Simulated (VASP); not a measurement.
Wanted: the native input for a VASP 6.6.1 run.

- Task: single point
- Functional: PBE
- Potentials or basis: VASP PAW PBE potentials, release 64 (Cd, S)
- Cutoff: 520 eV
- k mesh: 12 × 12 × 12
- Occupations: gaussian, width 0.03 eV
- Spin: no spin polarisation
- Dipole correction: no
- Further INCAR settings: ALGO = Fast; EDIFF = 1e-06; NBANDS = 16

The structure of CdS lies in POSCAR:

```
CdS
1.0
    0.0000000000      2.5226882480      3.2794947223
    2.5226882480      0.0000000000      3.2794947223
    2.5226882480      2.5226882480      0.0000000000
Cd S
1 1
Direct
    0.0000000000      0.0000000000      0.0000000000
    0.5000000000      0.5000000000      0.5000000000
```

Measurements of this composition are mostly on another form, of space group No. 186.

The input as run:

INCAR

```
  ALGO = Fast
  EDIFF = 1E-6
  ENCUT = 520
  GGA = PE
  ISIF = 2
  ISMEAR = 0
  LASPH = True
  LCHARG = True
  LELF = True
  LREAL = False
  LVHAR = True
  LWAVE = False
  NBANDS = 16
  NELM = 60
  PREC = Accurate
  SIGMA = 0.03
```

KPOINTS

```
k-points
0
Gamma
  12 12 12
```

Potentials or basis: VASP PAW PBE potentials, release 64 (Cd, S).

Launch:

```sh
$ cat potpaw_PBE.64/Cd/POTCAR potpaw_PBE.64/S/POTCAR > POTCAR
$ mpirun -np 1 vasp_std > vasp.out
```

Results of the run:

| Property | Result |
| --- | --- |
| Pressure | 9.1 GPa |
| Band gap on the k mesh | none (metal or under the smearing width) |

Wall time 2.1 min on 1 thread of Intel(R) Xeon(R) Platinum 8375C CPU @ 2.90GHz (Ice Lake), on a shared host, peak memory 0.25 GiB.
